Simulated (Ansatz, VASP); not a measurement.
## LiCl in VASP and in Ansatz

The input POSCAR:

```
LiCl
1.0
    3.2711235777      0.0000000000      0.0000000000
    0.0000000000      3.2711235777      0.0000000000
    0.0000000000      0.0000000000      3.2711235777
Li Cl
1 1
Direct
    0.0000000000      0.0000000000      0.0000000000
    0.5000000000      0.5000000000      0.5000000000
```

INCAR.step1

```
SYSTEM = LiCl
  PREC = Accurate
  ENCUT = 520
  EDIFF = 1E-5
  ISMEAR = 1
  SIGMA = 0.2
  LREAL = .False.
  LASPH = .True.
  NELM = 80
  ALGO = Normal
  ISIF = 2
  LWAVE = .True.
  LCHARG = .False.
  GGA = PE
  NBANDS = 12
```

INCAR.step2

```
SYSTEM = LiCl
  PREC = Accurate
  ENCUT = 520
  EDIFF = 1E-6
  ISMEAR = 1
  SIGMA = 0.2
  LREAL = .False.
  LASPH = .True.
  NELM = 80
  ALGO = Normal
  ISIF = 2
  LWAVE = .False.
  LCHARG = .False.
  GGA = PE
  LHFCALC = .True.
  HFSCREEN = 0.2079
  PRECFOCK = Normal
  ISTART = 1
  NBANDS = 12
```

KPOINTS

```
regular mesh
0
Gamma
  4 4 4
  0 0 0
```

Input for Ansatz:

```yaml
crystal:
  lattice:
    - [3.2711235777, 0.0, 0.0]
    - [0.0, 3.2711235777, 0.0]
    - [0.0, 0.0, 3.2711235777]
  atoms:
    - { symbol: Li, position: [0.0, 0.0, 0.0] }
    - { symbol: Cl, position: [0.5, 0.5, 0.5] }
kpoints:
  mp_grid: { grid: [4, 4, 4] }
hamiltonian:
  xc: hse06
scf:
  occupations: { method: cold, width: 0.2 }
  n_extra_bands: 4
output:
  forces: true
  stress: true
  eigenvalues: true
```

Alike in both runs: task single point; functional HSE06; k mesh 4 × 4 × 4; no spin polarisation.

|  | VASP | Ansatz |
| --- | --- | --- |
| version | VASP 6.6.1 | Ansatz 0.2.0 |
| potentials or method | VASP PAW PBE potentials, release 64 (Li_sv, Cl) | plane waves |
| plane-wave cutoff (eV) | 520 | 420 |
| occupations | methfessel-paxton of order 1, width 0.2 eV | cold, width 0.2 eV |
| valence electrons in the cell | 10 | 10 |

VASP gave:

| Property | Result |
| --- | --- |
| gap on the k mesh at the Fermi level (eV) | 5.69 |

Question: What did Ansatz give for the same quantities?

Answer: gap on the k mesh at the Fermi level (eV): 5.68.

Ansatz warned: «stress_exchange_threshold_loose».

Caveats: the k mesh is coarse (spacing up to 0.48 Å⁻¹), so the values aren't converged, least of all with exact exchange. A k mesh can miss the band edges.
